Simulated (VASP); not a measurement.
## A VASP 6.6.1 single-point calculation on LiH

INCAR

```
LASPH = .TRUE.
NBANDS = 9
ISIF = 2
NSW = 0
SIGMA = 0.02
PREC = Accurate
GGA = PE
LREAL = .FALSE.
ENCUT = 520
LCHARG = .FALSE.
ISYM = 3
EDIFF = 1E-5
NELM = 73
LWAVE = .FALSE.
ISMEAR = -1
IBRION = -1
```

KPOINTS

```
KPOINTS created by Atomic Simulation Environment
0
Gamma
8 8 8
0 0 0
```

POSCAR

```
Li H
 1.0000000000000000
    -0.0552000000000000    2.0379000000000000    2.2429999999999999
     2.0872999999999999   -0.0247000000000000    2.2124000000000001
     2.0688000000000000    1.9890000000000001   -0.0063000000000000
 Li  H
   1   1
Cartesian
  2.0621646800000000  3.9356918600000004  2.3437087899999995
  1.1509024800000001  1.1653888800000001  1.1045651900000002
```

The recommended PBE PAW datasets give the neutral cell 4 valence electrons.

Command

```
mpirun -np 1 vasp_std
```

OSZICAR

```
N       E                     dE             d eps       ncg     rms          rms(c)
DAV:   1    -0.187546333089E+00   -0.18755E+00   -0.13890E+03  4720   0.393E+02
DAV:   2    -0.608121066486E+01   -0.58937E+01   -0.58628E+01  6479   0.576E+01
DAV:   3    -0.625391491011E+01   -0.17270E+00   -0.17262E+00  5732   0.846E+00
DAV:   4    -0.625582246593E+01   -0.19076E-02   -0.19073E-02  6381   0.730E-01
DAV:   5    -0.625583803853E+01   -0.15573E-04   -0.15572E-04  5537   0.436E-02
```

Standard output (part)

```
POSCAR found type information on POSCAR LiH
 POSCAR found :  2 types and       2 ions
 LDA part: xc-table for (Slater+PW92), standard interpolation
 POSCAR, INCAR and KPOINTS ok, starting setup
 WAVECAR not read
 entering main loop
|                     _     ____    _    _    _____     _                     |
|                    | |   | |_) | | |  | | | |  __    | |                    |
|                    |_|   |  _ <  | |  | | | | |_ |   |_|                    |
|                     _    | |_) | | |__| | | |__| |    _                     |
|     internal error in CHECK_FULL_KPOINTS: KPOINTS_FULL not properly         |
|     initialised                                                             |
|     If you are not a developer, you should not encounter this problem.      |
|     Please submit a bug report.                                             |
```

VASP stopped with an error.

The run took about 4.8 s on one core of a shared host (Intel Xeon 6975P-C) and held 0.15 GiB at most.
